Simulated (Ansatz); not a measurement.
The system is BeTe.

```
CELL_PARAMETERS angstrom
0.00000 2.77000 2.77000
2.77000 0.00000 2.77000
2.77000 2.77000 0.00000
ATOMIC_POSITIONS crystal
Te 0.75000 0.75000 0.75000
Be 0.00000 0.00000 0.00000
```

Program: Ansatz 0.2.0. Alike in all runs: potentials or basis Ansatz PAW; cell as given; k mesh 8 × 8 × 8; smearing fermi-dirac 0.05 eV. Hardware: 2 threads of Arm Neoverse V1, with other jobs on the host.

Problem. Order these runs on this cell by their wall time, lowest first.
A. task band structure; level SVWN5; spin off; cutoff (eV) 420; points for each segment of the path 14
B. task band structure; level PBE; spin SOC, no magnetisation; cutoff (eV) 420; points for each segment of the path 14
C. task single point; level PBE; spin off; cutoff (eV) 350

Solution. C (0.84 s), A (4.8 s), B (14 s).

Caveats: the cutoff lies under the one recommended for these potentials (some runs).
